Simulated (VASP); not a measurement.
GaSb:

```xyz
2
Lattice="0.0000 3.0590 3.0590 3.0590 0.0000 3.0590 3.0590 3.0590 0.0000" Properties=species:S:1:pos:R:3 pbc="T T T"
Sb    4.5885    4.5885    4.5885
Ga    0.0000    0.0000    0.0000
```

- Program: VASP 6.6.1
- Task: relaxation of cell and atoms
- Functional: PBE
- Potentials or basis: VASP PAW PBE potentials, release 64 (Sb, Ga_d)
- Cutoff: 600 eV
- k mesh: 8 × 8 × 8
- Occupations: fermi-dirac, width 0.05 eV
- Spin: no spin polarisation

At the start: pressure 2.4 GPa; volume 28.62 Å³/atom.

Task: Where does the relaxation end?

Result: Over 3 steps the energy falls by 10.2 meV/atom and the volume is 30.04 Å³/atom (+4.9 %); space group F-43m (No. 216, to 0.05 Å).

Step by step:
```
step  energy change (eV)  largest force (eV/Å)  pressure (GPa)  volume (Å³)
   1              0.0000                0.0000            2.40        57.25
   2             -0.0189                0.0000           -0.57        60.88
   3             -0.0203                0.0000           -0.03        60.08
```

Final structure:
```
Sb Ga
1.0
     0.00000    3.10854    3.10854
     3.10854    0.00000    3.10854
     3.10854    3.10854    0.00000
Sb Ga
1 1
Direct
  0.75000 0.75000 0.75000
  0.00000 0.00000 0.00000
```
